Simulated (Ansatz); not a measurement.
# Ag (Fm-3m) in Ansatz: a series of runs

The runs below take Ag through relaxation of cell and atoms, with PBEsol.

Program: Ansatz 0.2.0. These are calculated values, not measurements. Logs are shortened: lines on timing, memory, paths and dates and some standing lists are left out, and cuts for length are marked.

### Step 1. Starting point

It takes space group Fm-3m (No. 225, cubic). The conventional cell has a = 4.085 Å, b = 4.085 Å, c = 4.085 Å, α = 90.00°, β = 90.00°, γ = 90.00°. Around Ag (site symmetry m-3m) lie 12 Ag at 2.89 Å.

### Step 2. Relaxation of cell and atoms, PBEsol

File input.yaml:

```yaml
crystal:
  lattice:
    - [0.0, 2.04275, 2.04275]
    - [2.04275, 0.0, 2.04275]
    - [2.04275, 2.04275, 0.0]
  atoms:
    - { symbol: Ag, position: [0.0, 0.0, 0.0] }
kpoints:
  mp_grid: { grid: [11, 11, 11] }
scf:
  occupations: { method: fermi_dirac, width: 0.05 }
hamiltonian:
  xc: pbesol
  pseudopotentials: { kind: all_electron, lapw: { basis_error: 0.001 } }
output:
  forces: true
  stress: true
relax:
  f_tol: 0.02
  max_steps: 60
  cell: {}
```

Potentials or basis: all-electron LAPW, scalar-relativistic.

Launch:

```console
> ansatz run input.yaml --threads 1 --pin off --max-ram 3072MiB --backend cpu --events-out ev --progress --plain --runs-dir out
```

What it wrote:

```text
Warning: RAYON_NUM_THREADS=1 ignored (pool sized by the plan → 1); use --threads N
The last accepted step is kept in <dir> (removed where the run ends without a failure and the disk answers)
LAPW: plane waves up to 8.226 Å⁻¹, error target 1.0e-3 eV per atom; small_component_spin mean_spin; Ag in spheres of 1.401 Å, 19 of its electrons in bands, Dirac shells [] (how accurate: hamiltonian.pseudopotentials.lapw.basis_error, Limitations)
Engine: ansatz 0.2.0, x86_64-unknown-linux-gnu
Pseudopotentials: kind: all_electron
Pseudopotential: Ag, LAPW, valence charge 19, lapw/all_electron/scalar/gaussian/Ag, Koelling and Harmon's equation, gaussian nucleus
Functional definition: PBEsol
  exchange = pbesol_x
  correlation = pbesol_c
Crystal: 1 atoms, lattice volume = 17.048 Å³
Basis set: ecut = 257.799384000632 eV, 169 PW (Γ), exchange–correlation at level 2
Bands: 14, of which v1, the nominal top of the filled ones, is band 10 counted from 1 (9 counted from 0)
Symmetry: 48 space group operations
Space group: Fm-3m (ITA 225), of the structure as read, at distance tolerance 2.6e-5 Å
k-points: 56 of 1331
Non-local potential: Ag, projectors of the file, none
Initial density: superposition of atomic densities (chi_scale 0.1, normalization cell)
Initial wavefunctions: plane waves of lowest kinetic energy (no species holds an atomic orbital)
Functional: x = pbesol(κ = 0.804, μ = 0.12345679012345678), c = pbesol(β = 0.046)
iter 1 solved again at ethr=3.76e-4 eV; its pass at ethr=1.00e-1 eV (dr2=7.15e-2 eV) is discarded
SCF iter   1: F=—  HF=-144588.303472 eV  |F-HF|=—  |Δ(HF+E_count)|=         —  Δρ=2.57e-2  dr2=7.19e-2  ethr=3.76e-4  ⟨swp⟩=2.8  Hψ=5669  notcnv=0
preconditioner: auto → none  [insulator: Δε(μ)=0.165 eV  Ē_g=15.581 eV  σ=0.050 eV  W_gap=0.66  n_scr=8 (ndim 8)  ℏωp=29.8 eV  f_vac=0.000  D(μ)=0.26/eV (n_scr^D=0)  ε∞_Penn≈4.7]
iter 2 solved again at ethr=1.58e-6 eV; its pass at ethr=3.76e-4 eV (dr2=3.01e-4 eV) is discarded
SCF iter   2: F=—  HF=-144588.083234 eV  |F-HF|=—  |Δ(HF+E_count)|=   2.20e-1  Δρ=1.50e-3  dr2=3.01e-4  ethr=1.58e-6  ⟨swp⟩=2.7  Hψ=4072  notcnv=0
SCF iter   3: F=—  HF=-144588.013880 eV  |F-HF|=—  |Δ(HF+E_count)|=   6.94e-2  Δρ=4.07e-3  dr2=1.70e-3  ethr=1.58e-6  ⟨swp⟩=3.0  Hψ=2591  notcnv=0
SCF iter   4: F=—  HF=-144588.011839 eV  |F-HF|=—  |Δ(HF+E_count)|=   2.04e-3  Δρ=6.17e-4  dr2=3.66e-5  ethr=1.58e-6  ⟨swp⟩=2.2  Hψ=2119  notcnv=0
SCF iter   5: F=—  HF=-144588.011838 eV  |F-HF|=—  |Δ(HF+E_count)|=   1.28e-6  Δρ=2.42e-5  dr2=8.80e-8  ethr=1.92e-7  ⟨swp⟩=2.0  Hψ=2110  notcnv=0
SCF iter   6: F=-144588.011838 eV  HF=-144588.011838 eV  |F-HF|=6.40e-10  |Δ(HF+E_count)|=   3.19e-8  Δρ=4.50e-6  dr2=1.79e-9  ethr=4.63e-10  ⟨swp⟩=2.7  Hψ=2171  notcnv=0
SCF 1 converged in 6 iterations: F = -144588.011838 eV  dr2 = 1.79e-9
relax step   1: F+E_penalty+E_count = -144588.01183773 eV  Δ(F+E_penalty+E_count) = +0.000e0 eV  max|allowed force component| = 0.000e0 eV/Å  Δτ_max = 0.0000 Å  P = -2.921 GPa  Ω = 17.048 Å³  (6 SCF iters, accepted)
Crystal: 1 atoms, lattice volume = 16.238 Å³
Basis set: ecut = 266.30552274149 eV, 169 PW (Γ), exchange–correlation at level 2
Initial density: handed on by an earlier stage of this run
Initial wavefunctions: those handed on with the density
iter 1 solved again at ethr=1.96e-7 eV; its pass at ethr=1.00e-1 eV (dr2=3.72e-5 eV) is discarded
SCF iter   1: F=—  HF=-144588.012781 eV  |F-HF|=—  |Δ(HF+E_count)|=         —  Δρ=5.94e-4  dr2=3.63e-5  ethr=1.96e-7  ⟨swp⟩=5.1  Hψ=5067  notcnv=0
preconditioner: auto → none  [insulator: Δε(μ)=0.146 eV  Ē_g=16.678 eV  σ=0.050 eV  W_gap=0.62  n_scr=8 (ndim 8)  ℏωp=30.6 eV  f_vac=0.000  D(μ)=0.23/eV (n_scr^D=0)  ε∞_Penn≈4.4]
iter 2 solved again at ethr=1.84e-8 eV; its pass at ethr=1.91e-7 eV (dr2=3.49e-6 eV) is discarded
SCF iter   2: F=—  HF=-144588.012746 eV  |F-HF|=—  |Δ(HF+E_count)|=   3.46e-5  Δρ=1.87e-4  dr2=3.49e-6  ethr=1.84e-8  ⟨swp⟩=2.0  Hψ=3658  notcnv=0
SCF iter   3: F=—  HF=-144588.012742 eV  |F-HF|=—  |Δ(HF+E_count)|=   3.96e-6  Δρ=1.16e-4  dr2=1.31e-6  ethr=1.84e-8  ⟨swp⟩=2.0  Hψ=2109  notcnv=0
SCF iter   4: F=-144588.012739 eV  HF=-144588.012739 eV  |F-HF|=7.57e-10  |Δ(HF+E_count)|=   2.68e-6  Δρ=7.69e-6  dr2=5.00e-9  ethr=6.87e-9  ⟨swp⟩=2.0  Hψ=2109  notcnv=0
SCF 2 converged in 4 iterations: F = -144588.012739 eV  dr2 = 5.00e-9
relax step   2: F+E_penalty+E_count = -144588.01273941 eV  Δ(F+E_penalty+E_count) = -9.017e-4 eV  max|allowed force component| = 0.000e0 eV/Å  Δτ_max = 0.0000 Å  P = +2.890 GPa  Ω = 16.238 Å³  (4 SCF iters, accepted)
Crystal: 1 atoms, lattice volume = 16.631 Å³
Basis set: ecut = 262.0922425531972 eV, 169 PW (Γ), exchange–correlation at level 2
iter 1 solved again at ethr=7.09e-8 eV; its pass at ethr=1.00e-1 eV (dr2=1.35e-5 eV) is discarded
SCF iter   1: F=—  HF=-144588.015979 eV  |F-HF|=—  |Δ(HF+E_count)|=         —  Δρ=2.65e-4  dr2=7.62e-6  ethr=7.09e-8  ⟨swp⟩=5.0  Hψ=5000  notcnv=0
preconditioner: auto → none  [insulator: Δε(μ)=0.119 eV  Ē_g=16.440 eV  σ=0.050 eV  W_gap=0.53  n_scr=8 (ndim 8)  ℏωp=30.2 eV  f_vac=0.000  D(μ)=0.28/eV (n_scr^D=0)  ε∞_Penn≈4.4]
SCF iter   2: F=—  HF=-144588.015972 eV  |F-HF|=—  |Δ(HF+E_count)|=   7.16e-6  Δρ=8.96e-5  dr2=8.53e-7  ethr=4.01e-8  ⟨swp⟩=2.0  Hψ=2110  notcnv=0
SCF iter   3: F=—  HF=-144588.015972 eV  |F-HF|=—  |Δ(HF+E_count)|=   5.03e-7  Δρ=4.79e-5  dr2=2.35e-7  ethr=4.49e-9  ⟨swp⟩=2.0  Hψ=2110  notcnv=0
iter 4 solved again at ethr=6.02e-12 eV; its pass at ethr=1.23e-9 eV (dr2=1.14e-9 eV) is discarded
SCF iter   4: F=-144588.015971 eV  HF=-144588.015971 eV  |F-HF|=9.60e-10  |Δ(HF+E_count)|=   8.34e-7  Δρ=3.65e-6  dr2=1.16e-9  ethr=6.02e-12  ⟨swp⟩=2.4  Hψ=3698  notcnv=0
SCF 3 converged in 4 iterations: F = -144588.015971 eV  dr2 = 1.16e-9
relax step   3: F+E_penalty+E_count = -144588.01597076 eV  Δ(F+E_penalty+E_count) = -3.231e-3 eV  max|allowed force component| = 0.000e0 eV/Å  Δτ_max = 0.0000 Å  P = -0.174 GPa  Ω = 16.631 Å³  (4 SCF iters, accepted)
Crystal: 1 atoms, lattice volume = 16.607 Å³
Basis set: ecut = 262.34165204158273 eV, 169 PW (Γ), exchange–correlation at level 2
iter 1 solved again at ethr=5.52e-10 eV; its pass at ethr=1.00e-1 eV (dr2=1.05e-7 eV) is discarded
SCF iter   1: F=—  HF=-144588.015984 eV  |F-HF|=—  |Δ(HF+E_count)|=         —  Δρ=1.41e-5  dr2=2.41e-8  ethr=5.52e-10  ⟨swp⟩=5.5  Hψ=4862  notcnv=0
preconditioner: auto → none  [insulator: Δε(μ)=0.121 eV  Ē_g=16.452 eV  σ=0.050 eV  W_gap=0.54  n_scr=8 (ndim 8)  ℏωp=30.2 eV  f_vac=0.000  D(μ)=0.27/eV (n_scr^D=0)  ε∞_Penn≈4.4]
iter 2 solved again at ethr=8.65e-12 eV; its pass at ethr=1.27e-10 eV (dr2=1.64e-9 eV) is discarded
SCF iter   2: F=-144588.015984 eV  HF=-144588.015984 eV  |F-HF|=1.53e-8  |Δ(HF+E_count)|=   1.25e-7  Δρ=3.53e-6  dr2=1.64e-9  ethr=8.65e-12  ⟨swp⟩=2.0  Hψ=3660  notcnv=0
SCF 4 converged in 2 iterations: F = -144588.015984 eV  dr2 = 1.64e-9
relax step   4: F+E_penalty+E_count = -144588.01598380 eV  Δ(F+E_penalty+E_count) = -1.304e-5 eV  max|allowed force component| = 0.000e0 eV/Å  Δτ_max = 0.0000 Å  P = -0.002 GPa  Ω = 16.607 Å³  (2 SCF iters, accepted)
iter 1 solved again at ethr=9.75e-12 eV; its pass at ethr=1.00e-1 eV (dr2=1.85e-9 eV) is discarded
SCF iter   1: F=—  HF=-144588.015984 eV  |F-HF|=—  |Δ(HF+E_count)|=         —  Δρ=3.54e-6  dr2=1.65e-9  ethr=9.75e-12  ⟨swp⟩=6.5  Hψ=5319  notcnv=0  reapply=15
SCF iter   2: F=-144588.015984 eV  HF=-144588.015984 eV  |F-HF|=2.53e-9  |Δ(HF+E_count)|=   1.63e-7  Δρ=2.65e-6  dr2=8.39e-10  ethr=8.68e-12  ⟨swp⟩=2.7  Hψ=2167  notcnv=0
SCF 5 converged in 2 iterations: F = -144588.015984 eV  dr2 = 8.39e-10
relax step   5: F+E_penalty+E_count = -144588.01598379 eV  Δ(F+E_penalty+E_count) = +9.866e-9 eV  max|allowed force component| = 0.000e0 eV/Å  Δτ_max = 0.0000 Å  P = -0.003 GPa  Ω = 16.607 Å³  stress off target by 2.63e-3 GPa  SCF on the basis re-selected at this cell (its energy is not comparable with the rows above)  (2 SCF iters)
basis re-selected at this cell: Δ(F+E_penalty+E_count) = +9.866e-9 eV, ΔP = -0.000 GPa vs the last step (what re-selecting the basis moved, after the strain that the cell walked since its last selection, with what the two solves' SCF thresholds leave and, on support functions, any second-order correction that the steps lacked; it is no measure of the basis error at this ecutwfc). This SCF's stress stands 2.63e-3 GPa from its target on what of the cell is left free (relax.cell.stress_tol is 5.00e-2 GPa) and its largest allowed force component is 0.00e0 eV/Å (relax.f_tol is 2.00e-2 eV/Å): within both
SCF converged after 2 iterations
Free energy (F): -144588.015984 eV
Harris-Foulkes:  -144588.015984 eV  (|F-HF|=2.53e-9)
Internal energy: -144588.013786 eV  (E = F + TS)
E sigma→0 (E₀):  -144588.014885 eV
Entropy (-TS):   -0.002198 eV (-2.198 meV/atom)
Fermi energy:    19.439506 eV
--- Per-component energies (eV) ---
  E_band       = -198.731316
  E_kinetic    = 151164.398275
  E_xc         = -3997.400491
  E_electrostatic = -291755.011570  (all electrons and nuclei)
  E_smearing   = -0.002198  (= −TS)
  E_closure    = 0.000000  (closes the sum)
  E_atoms      = -144584.709470  (free atoms, spherical and without spin; not in F)
  Σ components = -144588.015984   (vs F -144588.015984, Δ=0.00e0)
  Basis errors (estimates in eV, not in F): energy 2.3e-4 per atom: plane waves 2.2e-4 (1.2e-4 summed), levels above the bands 6.7e-142, relativity 2.4e-8, radial functions 7.2e-6, core shells 1.4e-6; eigenvalues (radial functions only) 3.7e-6; not estimated: angular momenta, meshes, grids; target (lapw.basis_error) 1.0e-3; muffin-tin radii Ag 1.389 Å
--- Forces (eV/Å), atoms counted from 1 ---
  atom   1  Ag     0.00000000    -0.00000000     0.00000000
  max |Σ_I F_I| component: 7.40e-32 eV/Å
--- Stress (GPa, compression-positive) ---
       -0.002630       0.000000       0.000000
        0.000000      -0.002630      -0.000000
        0.000000      -0.000000      -0.002630
  P = ⅓ Tr σ = -0.0026 GPa (-0.026 kbar)
--- Relaxed structure (4 steps of the walk, 4 accepted, 1 SCFs on fresh bases) ---
  F+E_penalty+E_count = -144588.01598379 eV   max|allowed force component| = 0.000e0 eV/Å   (the final SCF, on the basis selected at the relaxed cell)
  cell:  # Å, volume = 16.6072 Å³
    - [-6.050754214349742e-35, 2.0249883652000715, 2.0249883652000715]
    - [2.0249883652000715, 3.503068197901948e-35, 2.0249883652000715]
    - [2.0249883652000715, 2.0249883652000715, 3.8215290246716924e-35]
  atoms:
    - { symbol: Ag, position: [0.0, 0.0, 0.0] }
```

Wall time 12 s (1 thread of Intel Xeon Platinum 8488C (Sapphire Rapids), shared host); peak memory 0.31 GiB.

What came out:

```yaml
Free_energy: -144588.0160 eV
Relaxed_volume: 16.61 Å³/atom
Relaxed_cell: a = 2.864 Å, b = 2.864 Å, c = 2.864 Å, α = 60.00°, β = 60.00°, γ = 60.00°
Space_group_after_relaxing_to_0.05_Å: Fm-3m (No. 225)
Energy_gained_by_relaxing: 4.1 meV/atom
Ionic_steps: 5
Pressure_after_relaxing: 0.0 GPa
```

The path:
```
step  energy change (eV)  largest force (eV/Å)  volume (Å³)
   1              0.0000                0.0000        17.05
   2             -0.0009                0.0000        16.24
   3             -0.0041                0.0000        16.63
   4             -0.0041                0.0000        16.61
   5             -0.0041                0.0000        16.61
```

Final structure:
```xyz
1
Lattice="0.0000 2.0250 2.0250 2.0250 0.0000 2.0250 2.0250 2.0250 0.0000" Properties=species:S:1:pos:R:3 pbc="T T T"
Ag    0.0000    0.0000    0.0000
```

### Step 3. Relaxation of cell and atoms, PBEsol, target pressure 5 GPa, at which the enthalpy is minimised

Changes to input.yaml since step 2:

```diff
@@ -20,2 +20,2 @@
   max_steps: 60
-  cell: {}
+  cell: { p_target: 5 }
```

Potentials or basis: all-electron LAPW, scalar-relativistic.

Launch:

```console
> ansatz run input.yaml --threads 1 --pin off --max-ram 3072MiB --backend cpu --events-out ev --progress --plain --runs-dir out
```

What it wrote:

```text
Warning: RAYON_NUM_THREADS=1 ignored (pool sized by the plan → 1); use --threads N
[... 1 set-up line as earlier in the session ...]
LAPW: plane waves up to 8.226 Å⁻¹, error target 1.0e-3 eV per atom; small_component_spin mean_spin; Ag in spheres of 1.401 Å, 19 of its electrons in bands, Dirac shells [] (how accurate: hamiltonian.pseudopotentials.lapw.basis_error, Limitations)
[... 6 set-up lines as earlier in the session ...]
Crystal: 1 atoms, lattice volume = 17.048 Å³
Basis set: ecut = 257.799384000632 eV, 169 PW (Γ), exchange–correlation at level 2
Bands: 14, of which v1, the nominal top of the filled ones, is band 10 counted from 1 (9 counted from 0)
[... 2 set-up lines as earlier in the session ...]
k-points: 56 of 1331
[... 2 set-up lines as earlier in the session ...]
[... 68 lines left out ...]
Entropy (-TS):   -0.001805 eV (-1.805 meV/atom)
Fermi energy:    20.360484 eV
--- Per-component energies (eV) ---
  E_band       = -182.958082
  E_kinetic    = 151165.913062
  E_xc         = -3997.730100
  E_electrostatic = -291756.188054  (all electrons and nuclei)
  E_smearing   = -0.001805  (= −TS)
  E_closure    = 0.000000  (closes the sum)
  E_atoms      = -144584.709470  (free atoms, spherical and without spin; not in F)
  Σ components = -144588.006896   (vs F -144588.006896, Δ=0.00e0)
  Basis errors (estimates in eV, not in F): energy 2.4e-4 per atom: plane waves 2.3e-4 (1.2e-4 summed), levels above the bands 2.4e-144, relativity 2.4e-8, radial functions 7.6e-6, core shells 2.0e-6; eigenvalues (radial functions only) 3.8e-6; not estimated: angular momenta, meshes, grids; target (lapw.basis_error) 1.0e-3; muffin-tin radii Ag 1.372 Å
--- Forces (eV/Å), atoms counted from 1 ---
  atom   1  Ag     0.00000000     0.00000000     0.00000000
  max |Σ_I F_I| component: 6.57e-32 eV/Å
--- Stress (GPa, compression-positive) ---
        4.999776       0.000000       0.000000
        0.000000       4.999776       0.000000
        0.000000       0.000000       4.999776
  P = ⅓ Tr σ = 4.9998 GPa (49.998 kbar)
--- Relaxed structure (5 steps of the walk, 4 accepted, 1 SCFs on fresh bases) ---
  F+E_penalty+E_count = -144588.00689598 eV   max|allowed force component| = 0.000e0 eV/Å   (the final SCF, on the basis selected at the relaxed cell)
  cell:  # Å, volume = 15.9995 Å³
    - [1.974456662785268e-34, 1.9999782826793555, 1.9999782826793555]
    - [1.9999782826793555, 1.52861160983045e-34, 1.9999782826793555]
    - [1.9999782826793555, 1.9999782826793555, 1.0827665569903128e-34]
  atoms:
    - { symbol: Ag, position: [0.0, 0.0, 0.0] }
```

It took 13 s on 1 thread of Intel Xeon Platinum 8488C (Sapphire Rapids), shared host; peak memory 0.32 GiB.

Results:

- Free energy: -144588.0069 eV
- Relaxed volume: 16.00 Å³/atom
- Relaxed cell: a = 2.828 Å, b = 2.828 Å, c = 2.828 Å, α = 60.00°, β = 60.00°, γ = 60.00°
- Space group after relaxing (to 0.05 Å): Fm-3m (No. 225)
- Energy change on relaxing (the enthalpy is what falls): +4.9 meV/atom
- Ionic steps: 5
- Pressure after relaxing: 5.0 GPa

The path:
```csv
step,energy change (eV),largest force (eV/Å),volume (Å³)
1,0.0000,0.0000,17.05
2,0.0007,0.0000,16.16
3,0.0057,0.0000,15.97
4,0.0049,0.0000,16.00
5,0.0049,0.0000,16.00
```

Final structure:
```
Ag
1.0
     0.00000    1.99998    1.99998
     1.99998    0.00000    1.99998
     1.99998    1.99998    0.00000
Ag
1
Direct
  0.00000 0.00000 0.00000
```
